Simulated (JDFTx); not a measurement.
# GaN under changes of volume

One of the cells (11.444 Å³/atom); the others are scaled copies at fixed shape and fractional positions:

```xyz
2
Lattice="0.0000 2.2535 2.2535 2.2535 0.0000 2.2535 2.2535 2.2535 0.0000" Properties=species:S:1:pos:R:3 pbc="T T T"
Ga    0.0000    0.0000    0.0000
N     1.1268    1.1268    1.1268
```

The cell is a database's computed one.

```yaml
Program: JDFTx 1.7.0 (patched build)
Functional: PBEsol
Potentials_or_basis: PseudoDojo-SR-PBEsol-0.4.1-standard with smoothed tails
Cutoff: 1143 eV
Density_cutoff: 9143 eV
k_mesh: 10 × 10 × 10
Occupations: fermi-dirac, width 0.05 eV
Spin: no spin polarisation
```

```tsv
volume (Å³/atom)	energy over the lowest point (meV/atom)	pressure (GPa)	gap on the mesh (eV)
10.757	?	?	?
10.986	8.75	7.3	1.97
11.215	1.44	3.0	1.84
11.444	0.00	-0.9	1.71
11.673	3.81	-4.4	1.58
11.902	12.35	-7.5	1.45
12.131	25.10	-10.3	1.33
```

What does the run at 10.757 Å³/atom give?

Energy over the lowest point 22.58 meV/atom; pressure 12.1 GPa; gap on the mesh 2.11 eV.

Worked out: A Birch-Murnaghan fit of order 3 (a polynomial in V^(-2/3)) to the other rows has its minimum at 11.39 Å³/atom with B0 = V·E''(V) = 188 GPa and B' = 4.5. It gives 22.61 meV/atom at 10.757 Å³/atom, against the run's 22.58, and -dE/dV = 12.2 GPa, against 12.1. A straight line through the other rows of the gap, of slope -6.48 eV per unit of ln V (its deformation potential), extrapolates to 2.11 eV, against the run's 2.11.

Energies are extrapolated to zero smearing.

Spin-orbit coupling on Ga is left out.
